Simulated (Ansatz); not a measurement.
Write the native input for Ansatz 0.2.0 that does the following.

```
Task                : ladder of functionals
Functional          : rPW86-PBE
Potentials or basis : Ansatz PAW
Cutoff              : 420 eV (not typed: the program's choice for these potentials)
k mesh              : 8 × 8 × 8
Occupations         : methfessel-paxton, width 0.1 eV
Spin                : non-collinear spin, ferromagnetic start
Starting moments    : [[0.354, 0.354, 0.0], [0.0, 0.0, 0.0]] μB
```

The system is SnSe.

```xyz
2
Lattice="0.0000 3.0496 3.0496 3.0496 0.0000 3.0496 3.0496 3.0496 0.0000" Properties=species:S:1:pos:R:3 pbc="T T T"
Sn    0.0000    0.0000    0.0000
Se    3.0496    3.0496    3.0496
```

Measurements of this composition are mostly on another form, of space group No. 62.

The cell isn't the ideal one: volume scaled by 1.04.

The input as run:

input.yaml

```yaml
crystal:
  lattice:
    - [0.0, 3.0496098055, 3.0496098055]
    - [3.0496098055, 0.0, 3.0496098055]
    - [3.0496098055, 3.0496098055, 0.0]
  atoms:
    - { symbol: Sn, position: [0.0, 0.0, 0.0], spin: 0.501, spin_axis: [0.354, 0.354, 0.0] }
    - { symbol: Se, position: [0.5, 0.5, 0.5] }
hamiltonian:
  xc: { exchange: rpw86, correlation: pbe }
  pseudopotentials: { kind: paw, core: small }
magnetization:
  noncollinear: true
  spin_orbit: false
kpoints:
  mp_grid: { grid: [8, 8, 8] }
scf:
  occupations: { method: methfessel_paxton, width: 0.1 }
output:
  forces: true
  stress: true
  eigenvalues: true
  xc_energy_on_converged_density: [lda, pbe, pbesol, rpbe, revpbe, blyp]
```

Potentials or basis: Ansatz PAW.

Command:

```sh
$ ansatz run input.yaml --threads 1 --pin off --max-ram 2560MiB --backend cpu --events-out ev --progress --plain --runs-dir out
```

Results of the run:

```json
{"Pressure": "2.1 GPa", "Band gap on the k mesh": "0.35 eV, direct", "Net moment": "0.00 μB per cell", "Absolute moment": "0.00 μB per cell"}
```

Caveat: spin-orbit coupling is left out, which moves the levels of the heavy elements; the PAW data sets come from PBE, with cores solved anew for the run's functional, which leaves a small shift of forces and pressure; the starting moments weren't kept.

It took 16 s on 1 thread of Arm Neoverse V1, with other jobs on the host, peak memory 0.41 GiB.
